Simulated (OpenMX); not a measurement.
Set up this calculation in OpenMX 3.8.5, as the native input.

* Task: band structure
* Functional: PBE
* Potentials or basis: OpenMX 2013 PBE set, Nd8.0-s3p2d2f1, grid cutoff 400 Ry
* k mesh: 9 × 9 × 5
* Occupations: fermi-dirac, width 0.05 eV
* Spin: collinear spin, ferromagnetic start
* Starting moments: [3.0, 3.0] μB
* Mixing scheme: rmm-diisk
* SCF threshold: 1e-08 Ha
* Solver: band
* Max SCF cycles: 160

The system is Nd.

```
CELL_PARAMETERS angstrom
3.65700 0.00000 0.00000
-1.82850 3.16705 0.00000
0.00000 0.00000 5.90200
ATOMIC_POSITIONS crystal
Nd 0.66667 0.33333 0.75000
Nd 0.33333 0.66667 0.25000
```

This isn't the form of Nd at room conditions, which is double hcp.

These files were run (other wordings do the same):

Nd.dat

```
System.CurrrentDirectory             ./
System.Name                          Nd
DATA.PATH                            ./DFT_DATA13
level.of.stdout                      1
level.of.fileout                     1
Species.Number                       1
<Definition.of.Atomic.Species
  Nd  Nd8.0-s3p2d2f1         Nd_PBE13
Definition.of.Atomic.Species>

Atoms.Number                         2
Atoms.SpeciesAndCoordinates.Unit     FRAC
<Atoms.SpeciesAndCoordinates
    1  Nd    0.6666666667    0.3333333333    0.7500000000   8.500  5.500
    2  Nd    0.3333333333    0.6666666667    0.2500000000   8.500  5.500
Atoms.SpeciesAndCoordinates>

Atoms.UnitVectors.Unit               Ang
<Atoms.UnitVectors
     3.6570000000    0.0000000000    0.0000000000
    -1.8285000000    3.1670549016    0.0000000000
     0.0000000000    0.0000000000    5.9020000000
Atoms.UnitVectors>

scf.XcType                           GGA-PBE
scf.SpinPolarization                 on
scf.ElectronicTemperature            580.226
scf.energycutoff                     400.0
scf.maxIter                          160
scf.EigenvalueSolver                 band
scf.Kgrid                            9 9 5
scf.Mixing.Type                      rmm-diisk
scf.Init.Mixing.Weight               0.01
scf.Min.Mixing.Weight                0.001
scf.Max.Mixing.Weight                0.2
scf.Mixing.History                   40
scf.Mixing.StartPulay                15
scf.criterion                        1.0e-8
scf.stress.tensor                    on
MD.Type                              nomd
Band.dispersion                      on
Band.Nkpath                          9
<Band.kpath
    8   0.000000  0.000000  0.000000    0.500000  0.000000  0.000000  G M
    5   0.500000  0.000000  0.000000    0.333333  0.333333  0.000000  M K
   10   0.333333  0.333333  0.000000    0.000000  0.000000  0.000000  K G
    5   0.000000  0.000000  0.000000    0.000000  0.000000  0.500000  G A
    8   0.000000  0.000000  0.500000    0.500000  0.000000  0.500000  A L
    5   0.500000  0.000000  0.500000    0.333333  0.333333  0.500000  L H
   10   0.333333  0.333333  0.500000    0.000000  0.000000  0.500000  H A
    5   0.500000  0.000000  0.500000    0.500000  0.000000  0.000000  L M
    5   0.333333  0.333333  0.000000    0.333333  0.333333  0.500000  K H
Band.kpath>
```

Potentials or basis: OpenMX 2013 PBE set, Nd8.0-s3p2d2f1, grid cutoff 400 Ry.

Launch:

```console
$ openmx Nd.dat -nt 1 > Nd.std
```

It gave:

| Item | Value |
| --- | --- |
| Pressure | 0.6 GPa |
| Largest force | 0.044 eV/Å |
| Band gap along the path | none (metal or under the smearing width) |
| Net moment | 8.67 μB per cell |
| Site moments | Nd +4.34 μB |

Caveat: the magnetic or orbital state may not be the lowest; spin-orbit coupling is left out, which moves the levels of the heavy elements; the basis of atomic orbitals isn't converged, which shifts pressures, moduli and gaps.

Wall time 10 min on 1 thread of Arm Neoverse V2 (shared host), peak memory 1.3 GiB.
